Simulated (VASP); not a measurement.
ZnSe (strained zincblende): one PBE single-point calculation in two programs

```
CELL_PARAMETERS angstrom
0.00000 2.83242 2.91739
2.83242 0.00000 2.91739
2.83242 2.83242 0.00000
ATOMIC_POSITIONS crystal
Zn 0.00000 0.00000 0.00000
Se 0.25000 0.25000 0.25000
```

The two codes use different PAW datasets and cutoffs. VASP's cell holds 18 valence electrons and Ansatz's 28. Ansatz's stress includes a Pulay correction; VASP's doesn't.

Cutoffs: 520 eV in VASP, 420 eV in Ansatz. k meshes: 8×8×8 and 8×8×8.

|  | VASP | Ansatz |
| --- | --- | --- |
| gap between bands v and c | 1.14 eV | 1.14 eV |
| least direct gap | 1.14 eV | 1.14 eV |
| pressure | 0.6 GPa | 0.3 GPa |

Band v is the last that the valence electrons fill when counted band by band, and c is the next. Levels in eV from the top of v, Ansatz:

```json
{"point": "Γ", "v−1": "0.00", "v": "0.00", "c": "1.14", "c+1": "5.78"}
{"point": "X", "v−1": "-2.02", "v": "-2.02", "c": "3.10", "c+1": "3.61"}
{"point": "K", "v−1": "-2.98", "v": "-1.79", "c": "3.50", "c+1": "5.42"}
{"point": "L", "v−1": "-0.95", "v": "-0.78", "c": "2.45", "c+1": "6.26"}
{"point": "W", "v−1": "-2.67", "v": "-2.57", "c": "5.45", "c+1": "5.51"}
```

VASP:

```csv
point,v−1,v,c,c+1
Γ,0.00,0.00,1.14,5.77
X,-2.02,-2.02,3.10,3.60
K,-2.98,-1.80,3.50,5.42
L,-0.95,-0.78,2.45,6.25
W,-2.67,-2.57,5.45,5.51
```
